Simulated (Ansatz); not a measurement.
MgO (wurtzite): zone-centre phonons and dielectric response

Perturbation theory with PBEsol in Ansatz on the PBEsol cell, ground state and force constants on a 9×9×4 mesh. All values are calculated for a non-magnetic cell, which may be hypothetical.

The symmetry is P6_3mc (No. 186, hexagonal); conventional cell a = 3.302 Å, c = 5.024 Å, 11.86 Å³ an atom. Mg is surrounded by 4 O at 1.98–1.99 Å; O is surrounded by 4 Mg at 1.98–1.99 Å.

```
CELL_PARAMETERS angstrom
3.30197 0.00000 0.00000
-1.65099 2.85959 0.00000
0.00000 0.00000 5.02448
ATOMIC_POSITIONS crystal
Mg 0.33333 0.66667 0.98912
Mg 0.66667 0.33333 0.48912
O 0.33333 0.66667 0.38588
O 0.66667 0.33333 0.88588
```

Optical modes without the longitudinal term:

| ω (cm⁻¹) | degeneracy | IR intensity, summed over the level ((D/Å)²/amu) |
| --- | --- | --- |
| 190 | 2 | 0.00 |
| 431 | 1 | 0.00 |
| 433 | 1 | 17.33 |
| 517 | 2 | 0.00 |
| 518 | 1 | 0.00 |
| 520 | 2 | 30.91 |

All optical modes at Γ are real, from 190 to 520 cm⁻¹ without the longitudinal term; this says nothing of other wave vectors. With the long-range field the highest mode reaches 707 cm⁻¹. By the program's warning the force constants, and with them frequencies and ε⁰, aren't converged on this mesh. Of the real levels 2 are infrared active, the strongest at 520 cm⁻¹.

The clamped-ion dielectric constant comes out as 3.03 along x and y, 3.14 along z. With the ions relaxed, ε⁰ is 5.6 along x and y, 7.3 along z. Born charges, averaged over directions: Mg +1.83, O -1.83 e.

For comparison, on the r2SCAN cell the mean ε∞ is 2.82 with r2SCAN (ground state on 9×9×4; least gap 4.22 eV), 3.01 with PBE (ground state on 9×9×4; least gap 3.56 eV).
